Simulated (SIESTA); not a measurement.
Set up this calculation in SIESTA 5.4.2, as the native input.

| Quantity | Value |
| --- | --- |
| Task | single point |
| Functional | PBE |
| Potentials or basis | PseudoDojo 0.4 standard (PBE files) |
| Basis | DZP (energy shift 0.003 Ry; two zetas on semicore shells) |
| Grid cutoff | 500 Ry |
| Energy shift | 0.003 Ry |
| k mesh | 9 × 9 × 9 |
| Occupations | fermi-dirac, width 0.05 eV |
| Spin | no spin polarisation |

Pb:

```
Pb
1.0
    -2.06690    2.05040    2.08125
     1.99925   -1.93748    1.90067
     1.99103    1.86160   -1.96833
Pb
1
Cartesian
  -0.0107 0.0225 -0.0034
```

The cell isn't the ideal one: cell strained at random at fixed volume.

These files were run (other wordings do the same):

Pb.fdf

```
SystemName                      Pb
SystemLabel                     Pb
NumberOfSpecies                 1
NumberOfAtoms                   1
%block ChemicalSpeciesLabel
  1  82 Pb
%endblock ChemicalSpeciesLabel
%include structure.fdf

%block kgrid.MonkhorstPack
    9   0   0  0.0
    0   9   0  0.0
    0   0   9  0.0
%endblock kgrid.MonkhorstPack
XC.Functional                   GGA
XC.Authors                      PBE
PAO.BasisSize                   DZP
PAO.EnergyShift                 0.003 Ry
Mesh.Cutoff                     500 Ry
OccupationFunction              FD
ElectronicTemperature           0.05 eV
MaxSCFIterations                120
SCF.MustConverge                false
SCF.Mixer.Method                Pulay
SCF.Mixer.Weight                0.25
SCF.Mixer.History               8
SCF.DM.Tolerance                5.0e-05
SCF.H.Tolerance                 1.0e-03 eV
WriteForces                     true
Charge.Mulliken                 end
%block PAO.Basis
  Pb 4
  n=6 0 2
    6.167 0.000
  n=6 1 2
    8.915 0.000
  n=5 2 2
    4.155 0.000
  n=6 2 1
    8.915
%endblock PAO.Basis
```

structure.fdf

```
LatticeConstant                 1.0 Ang
%block LatticeVectors
    -2.0669040000     2.0504010000     2.0812470000
     1.9992480000    -1.9374810000     1.9006710000
     1.9910280000     1.8616050000    -1.9683270000
%endblock LatticeVectors
AtomicCoordinatesFormat         Fractional
%block AtomicCoordinatesAndAtomicSpecies
     0.0046640000    -0.0036750000     0.0031350000  1  Pb
%endblock AtomicCoordinatesAndAtomicSpecies
```

Potentials or basis: PseudoDojo 0.4 standard (PBE files), DZP (energy shift 0.003 Ry; two zetas on semicore shells).

Command:

```sh
$ siesta Pb.fdf > Pb.out 2>&1
```

It gave:

The pressure is 1.8 GPa and the band gap on the k mesh is none (metal or under the smearing width).

Caveat: the basis of atomic orbitals isn't converged, which shifts pressures, moduli and gaps.

Wall time 17 s on 1 thread of Arm Neoverse V2 (shared host), peak memory 0.19 GiB.
